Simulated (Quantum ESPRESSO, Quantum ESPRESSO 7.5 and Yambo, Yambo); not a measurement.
## BaTe (Fm-3m): G0W0 with and without spin-orbit coupling

Wanted: the effect of spin-orbit coupling on the quasiparticle gap of BaTe (Fm-3m).

Main program and level: Quantum ESPRESSO 7.5 and Yambo 5.3.0; PBE and many-body steps on it, plane waves.

The database entry behind the starting cell differs from later determinations by our own check (about 0.2 % short), so it need not match the best structure at ambient conditions.

### Step 1. Starting point

The structure is cubic, space group Fm-3m (No. 225). Conventional cell: a = 6.986 Å, b = 6.986 Å, c = 6.986 Å, α = 90.00°, β = 90.00°, γ = 90.00°. Nearest to Ba lie 6 Te at 3.49 Å. Te has 6 Ba at 3.49 Å nearest. Farther neighbours and most contacts between anions are not listed.

The cell and positions come from the Crystallography Open Database and are kept as given unless a step says otherwise. Spin-orbit coupling is left out unless a step names it.

### Step 2. Empty states on the mesh, 4×4×4 mesh, 80 bands

This step: Quantum ESPRESSO 7.5; DFT, PBE, plane waves, norm-conserving pseudopotentials.

The sums over transitions need many empty states on a uniform mesh; this step solves for them.

Input file pw.in:

```
&control
  calculation = 'nscf'
  prefix = 'x'
  outdir = 'o'
  pseudo_dir = 'pseudo'
/
&system
  ibrav = 0
  nat = 2
  ntyp = 2
  ecutwfc = 68.0
  nbnd = 80
  force_symmorphic = .true.
/
&electrons
  conv_thr = 1e-9
  electron_maxstep = 80
  diago_full_acc = .true.
  diago_thr_init = 5e-6
/
ATOMIC_SPECIES
  Ba 137.33 Ba.upf
  Te 127.6 Te.upf
CELL_PARAMETERS angstrom
  -0.0000000000 3.4930000000 3.4930000000
  3.4930000000 -0.0000000000 3.4930000000
  3.4930000000 3.4930000000 -0.0000000000
ATOMIC_POSITIONS crystal
  Ba 0.0000000000 0.0000000000 0.0000000000
  Te 0.5000000000 0.5000000000 0.5000000000
K_POINTS automatic
  4 4 4 0 0 0
```

The run is started by

```console
> OMP_NUM_THREADS=1 mpirun -n 4 pw.x -nk 4 -in pw.in > pw.out
```

Output:

```text
Program PWSCF v.7.5 starts

     This program is part of the open-source Quantum ESPRESSO suite
     for quantum simulation of materials; please cite
         "P. Giannozzi et al., J. Phys.:Condens. Matter 21 395502 (2009);
         "P. Giannozzi et al., J. Phys.:Condens. Matter 29 465901 (2017);
         "P. Giannozzi et al., J. Chem. Phys. 152 154105 (2020);
     in publications or presentations arising from this work. More details at

     Atomic positions and unit cell read from directory:
     o/x.save/

     Message from routine setup:
[...]
k =-0.3536-0.3536 0.3536 (  5444 PWs)   bands (ev):

[...]
42.3685  42.9952  43.2045  43.2045  43.5891  44.0925  44.6963  44.6963
    45.7592  45.7592  46.5038  47.8283  48.4574  50.2825  50.5811  50.5811

          k = 0.3536 0.0000 0.0000 (  5425 PWs)   bands (ev):

     [... further k-points ...]

     highest occupied, lowest unoccupied level (ev):     6.6388    8.1796

     XML data file, pseudopotentials, collected wavefunctions

=------------------------------------------------------------------------------=
   JOB DONE.
=------------------------------------------------------------------------------=
```

Elapsed: 8.7 s, on 4 MPI ranks of Arm Neoverse V1, shared host; peak memory 0.37 GiB; 34 s of CPU time.

Numbers from this step:

| Quantity | Value |
| --- | --- |
| gap | 1.541 eV |
| k of the valence top | 0, 0, 0 |
| k of the conduction bottom | 0, -0.5, -0.5 |
| least direct gap | 1.914 eV |
| k points computed | 8 |
| lowest point of the top converged band, above the valence top | 42.61 eV |

On this mesh the gap is 1.541 eV.

The density comes from a self-consistent run that is not shown.

### Step 3. Conversion and set-up

This step: Yambo 5.3.0; conversion and set-up on PBE, plane waves, norm-conserving pseudopotentials.

The states are converted to the many-body program's format and the q mesh is built.

The run is started by

```console
> (cd o/x.save; p2y > p2y.log; mv SAVE ../..); yambo > setup.log
```

Output:

```text
 Yambo, version 5.3.0

 [02] CORE Variables Setup
 =========================

  [02.01] Unit cells
  ==================

  Cell kind             :  FCC
  Atoms in the cell     :  Ba  Te
  number of Ba atoms    :  1
  number of Te atoms    :  1

  List of atomic masses
  Mass of Ba    :  137.3300
  Mass of Te    :  127.6000

  List of atomic coordinates    : [cc]
  Ba1       :  0.000000  0.000000  0.000000  order 1
  Te1       :  6.600813  6.600813  6.600813  order 2

  Alat factors          :  6.600813  6.600813  6.600813 [a.u.]
  Direct lattice volume :  575.2046 [a.u.]
[...]
==========================================

 IBZ Q-points                                      :   8
 BZ  Q-points                                      :   64

 K/Q-points units:
 rlu = crystal or reduced units; cc = cartesian coordinates; iku = interal k-units

 Q [1]          [rlu]:  0.000000  0.000000  0.000000
 Q [2]          [rlu]:  0.35015E-18  0.35015E-18  0.25000
 Q [3]          [rlu]: -0.70030E-18 -0.70030E-18 -0.50000
[...]
Q [7]          [rlu]: -0.13399E-16 -0.50000     -0.50000
 Q [8]          [rlu]:  0.250000 -0.500000 -0.250000

  [03.01] X indexes
  =================

   [03.01.01] Sigma indexes
   ========================

 [06] Game Over & Game summary
```

Run time: 3 s. Hardware: 1 MPI rank; peak memory 0.26 GiB.

### Step 4. Scalar-relativistic

Now the one-shot GW correction: screening in the RPA, then the self-energy of the levels asked for.

This step: G0W0 on PBE, plane waves, norm-conserving pseudopotentials.

Input file gw1.in:

```
HF_and_locXC
gw0
dyson
ppa
em1d
rim_cut
RandQpts= 1000000
RandGvec= 1 RL
EXXRLvcs= 68 Ry
VXCRLvcs= 272 Ry
Chimod= "HARTREE"
% BndsRnXp
 1 | 80 |
%
NGsBlkXp= 6.5 Ry
% LongDrXp
 1 | 1 | 1 |
%
% GbndRnge
 1 | 80 |
%
DysSolver= "n"
ExtendOut
PPAPntXp= 27.21138 eV
% QPkrange
 1 | 1 | 12 | 15 |
 7 | 7 | 12 | 15 |
%
```

The run is started by

```console
> OMP_NUM_THREADS=1 mpirun -n 4 yambo -F gw1.in -J gw1 -C gw1 > gw1.log
```

Output:

```text
 Yambo, version 5.3.0

 [02] CORE Variables Setup
 =========================

  [... cell, symmetries and grids as in the set-up ...]

  [02.05] Energies & Occupations
  ==============================

  [X] === General ===
  [X] Electronic Temperature                        :  0.000000  0.000000 [eV K]
  [X] Bosonic    Temperature                        :  0.000000  0.000000 [eV K]
  [X] Finite Temperature mode                       : no
  [X] El. density                                   :  0.30503E+24 [cm-3]
  [X] Fermi Level                                   :  6.638784 [eV]

  [X] === Gaps and Widths ===
  [X] Conduction Band Min                           :  1.540848 [eV]
  [X] Valence Band Max                              :  0.000000 [eV]
  [X] Filled Bands                                  :  13
  [X] Empty Bands                                   :   14   80
  [X] Direct Gap                                    :  1.914105 [eV]
  [X] Direct Gap localized at k                     :   7
  [X] Indirect Gap                                  :  1.540848 [eV]
  [X] Indirect Gap between kpts                     :   1   7
  [X] Last valence band width                       :  1.116231 [eV]
  [X] 1st conduction band width                     :  2.662547 [eV]

 [03] Transferred momenta grid and indexing
 ==========================================

 IBZ Q-points                                      :   8
 BZ  Q-points                                      :   64

 K/Q-points units:
 rlu = crystal or reduced units; cc = cartesian coordinates; iku = interal k-units

 Q [1]          [rlu]:  0.000000  0.000000  0.000000
 Q [2]          [rlu]:  0.35015E-18  0.35015E-18  0.25000
 Q [3]          [rlu]: -0.70030E-18 -0.70030E-18 -0.50000
 Q [4]          [rlu]:  0.66993E-17  0.25000      0.25000
 Q [5]          [rlu]:  0.31564E-17  0.25000      0.50000
 Q [6]          [rlu]: -0.70030E-18  0.25000     -0.25000
 Q [7]          [rlu]: -0.13399E-16 -0.50000     -0.50000
 Q [8]          [rlu]:  0.250000 -0.500000 -0.250000

 [04] Coloumb potential Random Integration (RIM)
 ===============================================

  [04.01] RIM initialization
  ==========================

  * Diagonal components only detected *

  8 x (sBL volume)        :  0.053905 [a.u.]
  sBZ random points       :  1000000
  Points outside the sBZ  :   7968281
  RL volume               :  0.431238 [a.u.]
  Integrated volume       :  0.432955 [a.u.]

  [04.02] RIM integrals
  =====================

  Gamma point sphere radius             :  0.068521 [a.u.]
  Points outside the sphere             :   800476
  [Int_sBZ(q=0) 1/q^2]*(Vol_sBZ)^(-1/3) =:  7.776341
                                 should be <:  7.795600

  Summary of Coulomb integrals for non-metallic bands |Q|[au] RIM/Bare

  Q [1] 0.100000E-4 0.997530 * Q [2] 0.206088 1.068862
  Q [4] 0.237970 1.068048 * Q [6] 0.336541 1.029920
  Q [5] 0.394629 1.023247 * Q [3] 0.412176 1.020326
  Q [7] 0.475940 1.016898 * Q [8] 0.532117 1.014084

 [05] Dipoles
 ============

  [05.01] Setup: observables and procedures
  =========================================

 [06] Dynamic Dielectric Matrix (PPA)
 ====================================

 [WR./gw1//ndb.pp]---------------------------------------------------------------
  Brillouin Zone Q/K grids (IBZ/BZ)                :    8   64    8   64
  RL vectors                                       :   6567 [WF]
  Coulomb cutoff potential                         : none
  Electronic Temperature                           :  0.000000 [K]
  Bosonic    Temperature                           :  0.000000 [K]
  PPA    diel. fun.  energies                      : Perdew, Burke & Ernzerhof(X)+Perdew, Burke & Ernzerhof(C)
  wavefunctions                                    : Perdew, Burke & Ernzerhof(X)+Perdew, Burke & Ernzerhof(C)
  Global Gauge                                     : length
  X matrix size                                    :  169
  X band range                                     :    1   80
  X e/h energy range                               : -1.000000 -1.000000 [eV]
  X Time ordering                                  : R
  X Hxc Kernel                                     : HARTREE
  X Drude frequency                                :  0.000000  0.000000
  X poles                                          :  100.0000 [o/o]
  RL vectors in the sum                            :   6567
  [r,Vnl] included                                 : yes
  Field direction                                  :  0.577350E-5  0.577350E-5  0.577350E-5
  BZ energy Double Grid                            : no
  BZ energy DbGd points                            : 0
  BZ Q point size factor                           : -1.000000
  X Optical Averaged directions                    : none

 [07] Local Exchange-Correlation + Non-Local Fock
 ================================================

 [VXC] Plane waves :   43655
 [EXS] Plane waves :   5601

 QP @ state[ 1 ] K range:  1  1
 QP @ state[ 1 ] b range:  12  15
 QP @ state[ 2 ] K range:   7   7
 QP @ state[ 2 ] b range:  12  15

 [xc] Functional : Perdew, Burke & Ernzerhof(X)+Perdew, Burke & Ernzerhof(C)
 [xc] LIBXC used to calculate xc functional
  PP Number of Atomic Species                      :  2
  NLCC RL compoments                               :   43655
  PP Number of Atomic Species                      :  2
  NLCC RL compoments                               :   43655

 [xc] E_xc :  -13.64555 [Ha]
      E_xc :  -27.29110 [Ry]

  Local XC kind (lXC) : Perdew, Burke & Ernzerhof(X)+Perdew, Burke & Ernzerhof(C)
  Non-Local XC kind (nlXC) : Hartree-Fock

  Corrections @ K [1] :  [eV]
 <12|nlXC|12> = -14.53999 -0.61942E-17 <12|lXC|12> = -11.59414  0.37763E-15
 <13|nlXC|13> = -14.53998  0.78942E-19 <13|lXC|13> = -11.59414  0.18882E-15
 <14|nlXC|14> = -4.642316  0.13442E-18 <14|lXC|14> = -8.246379 -0.37763E-15
 <15|nlXC|15> = -4.324390 -0.54911E-18 <15|lXC|15> = -8.526984 -0.28323E-15

  Corrections @ K [7] :  [eV]
 <12|nlXC|12> = -14.37576 -0.55387E-17 <12|lXC|12> = -11.31373  0.94408E-16
 <13|nlXC|13> = -14.37564  0.85693E-17 <13|lXC|13> = -11.31374  0.23602E-16
 <14|nlXC|14> = -4.097375 -0.94017E-18 <14|lXC|14> = -7.659966  0.47204E-16
 <15|nlXC|15> = -5.801444  0.16543E-17 <15|lXC|15> = -10.46208 -0.94408E-16

 [08] Dyson equation: Newton solver
 ==================================

  [08.01] G0W0 (W PPA)
  ====================

  [  GW  ] Bands range     :    1   80
  [GW/PPA] G damping       :  0.100000 [eV]

  QP @ state[ 1 ] K range:  1  1
  QP @ state[ 1 ] b range:  12  15
  QP @ state[ 2 ] K range:   7   7
  QP @ state[ 2 ] b range:  12  15

   Sc/G bands                                       :    1   80
   Sc/G damping                                     :  0.100000 ev
   Sc bands terminator                              : no
   Sx RL components                                 :   5601

   QP @ state[ 1 ] K range                          :  1  1
   QP @ state[ 1 ] b range                          :  12  15
   QP @ state[ 2 ] K range                          :   7   7
   QP @ state[ 2 ] b range                          :  12  15
   GF energies kind                                 : Perdew, Burke & Ernzerhof(X)+Perdew, Burke & Ernzerhof(C)
   GF WF`s kind                                     : Perdew, Burke & Ernzerhof(X)+Perdew, Burke & Ernzerhof(C)
   Xs energies kind                                 : Perdew, Burke & Ernzerhof(X)+Perdew, Burke & Ernzerhof(C)
   Xs WF`s kind                                     : Perdew, Burke & Ernzerhof(X)+Perdew, Burke & Ernzerhof(C)

 [11] Game Over & Game summary
```

Elapsed: 65 s, on 4 MPI ranks; peak memory 1.8 GiB.

This step gave:

| Item | Value |
| --- | --- |
| G0W0 gap on the points computed | 2.909 eV |
| starting gap on the mesh | 1.541 eV |
| k of the valence top | 0, 0, 0 |
| k of the conduction bottom | 0, -0.5, -0.5 |
| least direct G0W0 gap on the computed points | 3.293 eV |
| Z at the valence top | 0.8008 |
| Z at the conduction bottom | 0.8224 |

The gap on the mesh goes from 1.54 eV to 2.91 eV, a correction of +1.37 eV.

### Step 5. Empty states on the mesh, 4×4×4 mesh, 160 bands

This step: Quantum ESPRESSO 7.5; DFT, PBE with spin-orbit coupling, plane waves, norm-conserving pseudopotentials.

pw.in, as its differences from that of step 2:

```diff
@@ -11,4 +11,6 @@
   ecutwfc = 68.0
-  nbnd = 80
+  nbnd = 160
   force_symmorphic = .true.
+  noncolin = .true.
+  lspinorb = .true.
 /
```

The run is started by

```console
> OMP_NUM_THREADS=1 mpirun -n 4 pw.x -nk 4 -in pw.in > pw.out
```

Output:

```text
[banner, memory and clock lines left out]
Program PWSCF v.7.5 starts

     Atomic positions and unit cell read from directory:
     o/x.save/

     Message from routine setup:
     using ibrav=0 with symmetry is DISCOURAGED, use correct ibrav instead

     G-vector sticks info

     bravais-lattice index     =            0
     lattice parameter (alat)  =       9.3350  a.u.
     unit-cell volume          =     575.2046 (a.u.)^3
     number of atoms/cell      =            2
     number of atomic types    =            2
     number of electrons       =        26.00
[...]
[... 8 further rows ...]
[...]
k = 0.1768 0.1768-0.1768 (  5438 PWs)   bands (ev):

[...]
[... 8 further rows ...]
[...]
k =-0.3536-0.3536 0.3536 (  5444 PWs)   bands (ev):

[...]
[... 8 further rows ...]
    45.7524  45.7524  45.7641  45.7641  46.5098  46.5098  47.8301  47.8301
    48.4554  48.4554  50.2800  50.2800  50.5097  50.5097  50.6402  50.6402

          k = 0.3536 0.0000 0.0000 (  5425 PWs)   bands (ev):

     [... further k-points ...]

     highest occupied, lowest unoccupied level (ev):     6.9178    8.1804

     XML data file, pseudopotentials, collected wavefunctions
```

The job ended after 45 s (4 MPI ranks; peak memory 0.85 GiB; 3 min of CPU time).

This step gave:

```
gap                                                           : 1.263 eV
k of the valence top                                          : 0, 0, 0
k of the conduction bottom                                    : 0, -0.5, -0.5
least direct gap                                              : 1.632 eV
k points computed                                             : 8
lowest point of the top converged band, above the valence top : 42.34 eV
```

On this mesh the gap is 1.263 eV.

The density comes from a self-consistent run that is not shown, made with spin-orbit coupling and fully relativistic files.

(Continued in part 2 of 2.)

[Paths, hosts, dates, memory and timing lines, banners, echoed tables and standing remarks are left out of the program output.]

[Logs are printed without paths, hosts, clocks, repeated set-up lines and the standing remarks that a program may print on its own settings, such as how far it seeks lower states.]

[Runs of the session that timed out or met a known fault of the program may be left out.]

[Hosts, paths, dates, database ids (printed as entryN), source tags and the programs' standing remarks are cut or masked in the printed files.]
